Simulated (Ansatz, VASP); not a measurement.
# ZrB2: VASP beside Ansatz

```
Zr B
1.0
     3.11007    0.00000    0.00000
    -1.55503    2.69340    0.00000
     0.00000    0.00000    3.46187
Zr B
1 2
Direct
  0.00000 0.00000 0.00000
  0.33333 0.66667 0.50000
  0.66667 0.33333 0.50000
```

Alike in both runs: functional PBE; k mesh 15 × 15 × 12; occupations gaussian, width 0.1 eV; no spin polarisation.

Ansatz relaxed the structure, and its values are those at the end. VASP's run is a single point on that final structure, the one shown.

|  | VASP | Ansatz |
| --- | --- | --- |
| version | VASP 6.6.1 | Ansatz 0.2.0 |
| potentials or method | VASP PAW PBE potentials, release 64 (Zr_sv, B) | scalar-relativistic, plane waves, PAW |
| plane-wave cutoff (eV) | 520 | 420 |
| valence electrons in the cell | 18 | 18 |

VASP gave:

| Item | Value |
| --- | --- |
| gap on the k mesh at the Fermi level (eV) | none |
| pressure (GPa) | 16.8 |

What did Ansatz give for the same quantities?

gap on the k mesh at the Fermi level (eV): none; pressure (GPa): 16.6.

A gap of «none» marks a metal or a gap that the smearing closes. The functional is the same, so the differences come from potentials, cutoffs and numerics.

Caveats: so large a pressure means that the cell lies far from this level's equilibrium, or that cutoff or potentials fall short (VASP).
